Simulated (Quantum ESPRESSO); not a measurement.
# BaTiO3 in Quantum ESPRESSO: the effect of target pressure

Crystal: BaTiO3.

```xyz
5
Lattice="2.8274 1.6324 2.3184 -2.8274 1.6324 2.3184 0.0000 -3.2648 2.3184" Properties=species:S:1:pos:R:3 pbc="T T T"
Ba    0.0000    0.0000    0.0000
Ti    0.0000    0.0000    3.3698
O     1.3885   -0.8017    2.3988
O    -1.3885   -0.8017    2.3988
O     0.0000    1.6033    2.3988
```

Alike in all runs:

| Item | Value |
| --- | --- |
| Program | Quantum ESPRESSO 7.5 |
| Task | phonons |
| Functional | LDA |
| Potentials or basis | PseudoDojo 0.4.1 SR LDA standard |
| Cutoff | 1143 eV |
| Density cutoff | 4572 eV |
| k mesh | 2 × 2 × 2, shifted |
| Occupations | fermi-dirac, width 0.05 eV |
| Spin | no spin polarisation |

Each run relaxes the cell or the atoms first.

```tsv
target pressure	relaxed volume (Å³/atom)	dielectric constant (mean)	highest phonon frequency (cm⁻¹)
-3 GPa	12.37	5.98	497
0 GPa	12.17	5.97	506
3 GPa	11.99	5.96	514
8 GPa	11.73	5.95	531
15 GPa	?	?	?
```

Task: What does the run with target pressure 15 GPa give?

Result: Relaxed volume 11.40 Å³/atom; dielectric constant 5.94 mean; highest phonon frequency 558 cm⁻¹.

Worked out: In Murnaghan's law V^(-B') rises as a straight line in P. The other rows fit best with B' = 6.3, V0 = 12.17 Å³/atom and B0 = 193 GPa, which gives 11.42 Å³/atom at 15 GPa, against the run's 11.40. A straight line through the other rows of the dielectric constant, of slope -0.00273  per GPa, extrapolates to 5.93 , against the run's 5.94. A parabola through the other rows of the highest phonon frequency, of slope 4.03 cm⁻¹ per GPa there, extrapolates to 557 cm⁻¹, against the run's 558.

Caveats: all runs use coarse meshes; this release of the barium file is off; the cell relaxed to another space group than the one typed; the cell is more than 3 GPa from zero pressure, which shifts response properties (some runs).
